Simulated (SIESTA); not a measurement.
A run of SIESTA 5.4.2 is set up as follows.

File Y.fdf:

```
SystemName                      Y
SystemLabel                     Y
NumberOfSpecies                 1
NumberOfAtoms                   1
%block ChemicalSpeciesLabel
  1  39 Y
%endblock ChemicalSpeciesLabel

LatticeConstant                 1.0 Ang
%block LatticeVectors
    -0.0163470000     2.5666900000     2.5609930000
     2.5518090000     0.0160080000     2.5286370000
     2.5631030000     2.5456280000     0.0047150000
%endblock LatticeVectors
AtomicCoordinatesFormat         Ang
%block AtomicCoordinatesAndAtomicSpecies
    -0.0071045464     0.0067225200    -0.0067515641  1
%endblock AtomicCoordinatesAndAtomicSpecies

%block kgrid.MonkhorstPack
    7   0   0  0.0
    0   7   0  0.0
    0   0   7  0.0
%endblock kgrid.MonkhorstPack
XC.Functional                   VDW
XC.Authors                      VV
PAO.BasisSize                   DZP
PAO.EnergyShift                 0.01 Ry
Mesh.Cutoff                     800 Ry
Spin                            spin-orbit
%block DM.InitSpin
    1   0.501    90.00    45.00
%endblock DM.InitSpin
WriteOrbMom                     true
OccupationFunction              FD
ElectronicTemperature           0.05 eV
MaxSCFIterations                200
SCF.MustConverge                false
SCF.Mixer.Method                Pulay
SCF.Mixer.Weight                0.1
SCF.Mixer.History               10
SCF.DM.Tolerance                5.0e-05
SCF.H.Tolerance                 1.0e-03 eV
WriteForces                     true
Charge.Mulliken                 end
```

Potentials or basis: PseudoDojo 0.4 standard (PBE files, fully relativistic), DZP (energy shift 0.01 Ry).

The run is started by

```console
$ siesta Y.fdf > Y.out 2>&1
```

Predict the net moment.

0.79 μB per cell.

What does it give for the pressure?

-2.1 GPa.

Stress tensor (GPa, compression positive):
```
-2.16  0.07  0.37
 0.07 -2.13 -0.50
 0.37 -0.50 -2.12
```

Caveat: semicore shells carry a single zeta, which can move pressures by several GPa and volumes by a few percent; the non-local part is tabulated coarsely and may be off by about a percent; the potentials were made for another functional, which shifts forces and pressure; the basis of atomic orbitals isn't converged, which shifts pressures, moduli and gaps.
